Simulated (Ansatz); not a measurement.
This is a relaxation of cell and atoms with the PAW code Ansatz on BaO (started from an entry of an open crystallographic database); the level of theory is r2SCAN. The starting cell comes from a relaxation with PBE.

input.yaml:
```yaml
crystal:
  lattice:
    - [0.0, 2.7866632409, 2.7866632409]
    - [2.7866632409, 0.0, 2.7866632409]
    - [2.7866632409, 2.7866632409, 0.0]
  atoms:
    - { symbol: Ba, position: [0.0, 0.0, 0.0] }
    - { symbol: O, position: [0.5, 0.5, 0.5] }
kpoints:
  mp_grid: { grid: [8, 8, 8] }
hamiltonian:
  xc: r2scan
scf:
  occupations: { method: fermi_dirac, width: 0.02 }
relax:
  f_tol: 0.005
  cell: {}
```

Command: `ansatz run input.yaml --threads 2 --pin off --max-ram 2211MiB --backend cpu --events-out ev --progress --plain --runs-dir out`.

Problem. It took 5.5 s on 2 threads of Arm Neoverse V2, on a shared host, load about 0.1 per core. What peak of host memory did it reach?

Solution. About 0.43 GiB.

Problem. Predict the output.

Solution. Abridged output:
```
Pseudopotential: Ba, paw, valence charge 10, recommended cutoff 500 eV (meta_gga)
Pseudopotential: O, paw, valence charge 6, recommended cutoff 500 eV (meta_gga)
Functional definition: r2SCAN
Crystal: 2 atoms, lattice volume = 43.280 Å³
Basis set: ecut = 500 eV, 1067 PW (Γ)
Bands: 12, of which v1, the nominal top of the filled ones, is band 8 counted from 1 (7 counted from 0)
Symmetry: 48 space group operations
Space group: Fm-3m (ITA 225)
k-points: 29 of 512
preconditioner: auto → none  [insulator: Δε(μ)=2.661 eV  σ=0.020 eV  ℏωp=21.1 eV]
relax step 1: F+E_penalty+E_count = -6535.95947477 eV  P = -1.158 GPa  Ω = 43.280 Å³
relax step 2: F+E_penalty+E_count = -6535.95127216 eV  P = +2.654 GPa  Ω = 41.234 Å³  (rejected)
relax step 3: F+E_penalty+E_count = -6535.96204659 eV  P = -0.068 GPa  Ω = 42.637 Å³
relax step 4: F+E_penalty+E_count = -6535.96205996 eV  P = +0.002 GPa  Ω = 42.597 Å³
relax step 5: F+E_penalty+E_count = -6535.96196381 eV  P = +0.005 GPa  Ω = 42.597 Å³  (SCF on a basis re-selected at this cell)
Free energy (F): -6535.961964 eV
Fermi energy:    9.504241 eV
--- Stress (GPa, compression-positive) ---
        0.004638       0.000000       0.000000
        0.000000       0.004638       0.000000
        0.000000       0.000000       0.004638
  P = ⅓ Tr σ = 0.0046 GPa (0.046 kbar)
--- Relaxed structure (4 steps of the walk, 3 accepted, 1 SCFs on fresh bases) ---
  F+E_penalty+E_count = -6535.96196381 eV
  cell:  # Å, volume = 42.5974 Å³
    - [0.000000, 2.771943, 2.771943]
    - [2.771943, 0.000000, 2.771943]
    - [2.771943, 2.771943, 0.000000]
  atoms:
    - { symbol: Ba, position: [0.000000, 0.000000, 0.000000] }
    - { symbol: O, position: [0.500000, 0.500000, 0.500000] }
```
Only the leading digits can be foreseen; the rest is this run's record.

The walk took 4 steps and changed the volume by -1.6 %. The last SCF, on a fresh basis, lies 1.2 meV an atom below the first. At the end: it is cubic, Fm-3m (No. 225); a = 5.544 Å in the conventional setting, 21.30 Å³ an atom. Ba has 6 O at 2.77 Å; O has 6 Ba at 2.77 Å.

Calculated for a static, non-magnetic cell.
